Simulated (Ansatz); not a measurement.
HfO2:

```
Hf O
1.0
     5.11800    0.00000    0.00000
     0.00000    5.18570    0.00000
    -0.85866    0.00000    5.21387
Hf O
4 8
Direct
  0.27550 0.46030 0.70800
  0.72450 0.96030 0.79200
  0.72450 0.53970 0.29200
  0.27550 0.03970 0.20800
  0.07420 0.16840 0.84670
  0.92580 0.66840 0.65330
  0.92580 0.83160 0.15330
  0.07420 0.33160 0.34670
  0.44870 0.74190 0.98010
  0.55130 0.24190 0.51990
  0.55130 0.25810 0.01990
  0.44870 0.75810 0.48010
```

```yaml
Program: Ansatz 0.2.0
Task: relaxation of cell and atoms
Functional: PBE
Potentials_or_basis: Ansatz PAW
Cutoff: "420 eV (not typed: the program's choice for these potentials)"
k_mesh: 5 × 5 × 5
Occupations: fermi-dirac, width 0.05 eV
Spin: no spin polarisation
Hubbard_terms: Hf d U = 1 eV
```

At the start: volume 11.53 Å³/atom.

**Question.** Where does the relaxation end?

**Answer.** It ends after 9 steps and the volume is 11.90 Å³/atom (+3.2 %); space group P2_1/c (No. 14, to 0.05 Å).

Step by step:
| step | energy change (eV) | largest force (eV/Å) | volume (Å³) |
| --- | --- | --- | --- |
| 1 | 0.0000 | 0.4690 | 138.38 |
| 2 | -0.0637 | 0.1862 | 143.16 |
| 3 | -0.0854 | 0.1074 | 142.64 |
| 4 | -0.0866 | 0.0630 | 142.78 |
| 5 | -0.0897 | 0.0214 | 142.47 |
| 6 | -0.0895 | 0.0049 | 142.56 |
| 7 | -0.1136 | 0.0048 | 142.56 |
| 8 | -0.1128 | 0.0099 | 142.77 |
| 9 | -0.1138 | 0.0101 | 142.77 |

Final structure:
```xyz
12
Lattice="5.1755 0.0000 -0.0121 0.0000 5.2170 0.0000 -0.8806 0.0000 5.2897" Properties=species:S:1:pos:R:3 pbc="T T T"
Hf    0.8008    2.3900    3.7413
Hf    3.0538    4.9985    4.1812
Hf    3.4941    2.8270    1.5363
Hf    1.2411    0.2185    1.0965
O    -0.4013    0.9002    4.4950
O     4.2559    3.5087    3.4275
O     4.6962    4.3168    0.7826
O     0.0390    1.7083    1.8502
O     1.4671    3.8766    5.1617
O     2.3875    1.2682    2.7609
O     2.8278    1.3403    0.1160
O     1.9074    3.9488    2.5168
```

Caveat: the plane-wave basis is chosen anew once the cell has moved, so the energies of steps on either side of that aren't comparable; the pressure holds a Pulay correction of +0.8 GPa for the finite cutoff.
